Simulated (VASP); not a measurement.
Write the native input for VASP 6.6.1 that does the following.

| Property | Result |
| --- | --- |
| Task | relaxation of cell and atoms |
| Functional | PBE |
| Potentials or basis | VASP PAW PBE potentials, release 64 (B, P) |
| Cutoff | 600 eV |
| k mesh | 10 × 10 × 10 |
| Occupations | gaussian, width 0.03 eV |
| Spin | no spin polarisation |
| Further INCAR settings | ALGO = Normal; EDIFF = 1e-07; IBRION = 2; EDIFFG = -0.005; NSW = 90; ISIF = 3 |

The structure of BP lies in POSCAR:

```
BP                                      
1.0
   -0.0000000000      2.2731332140      2.2731332140
    2.2731332140      0.0000000000      2.2731332140
    2.2731332140      2.2731332140     -0.0000000000
  B               P             
     1     1
Direct
     0.0000000000000000    0.0000000000000000    0.0000000000000000
     0.2500000000000000    0.2500000000000000    0.2500000000000000
```

The input as run:

INCAR

```
SYSTEM = BP
ALGO = Normal ; EDIFF = 1E-7
EDIFFG = -0.005 ; ENCUT = 600
GGA = PE ; IBRION = 2
ISIF = 3 ; ISMEAR = 0
LASPH = .TRUE. ; LCHARG = .FALSE.
LREAL = .FALSE. ; LWAVE = .FALSE.
NELM = 80 ; NSW = 90
PREC = Accurate ; SIGMA = 0.03
```

KPOINTS

```
k-points
0
G
  10 10 10
  0 0 0
```

Potentials or basis: VASP PAW PBE potentials, release 64 (B, P).

The run is started by

```sh
$ cat potpaw_PBE.64/B/POTCAR potpaw_PBE.64/P/POTCAR > POTCAR
$ mpirun -np 1 vasp_std > vasp.out
```

Results of the run:

* Pressure after relaxing: 0.0 GPa
* Band gap on the k mesh: 1.25 eV, indirect (least direct gap 3.39 eV)

Caveat: the relaxation stopped at its first step, so nothing moved.

Run time: 7.1 s on 1 thread of Intel(R) Xeon(R) Platinum 8488C (Sapphire Rapids), on a shared host, peak memory 0.15 GiB.
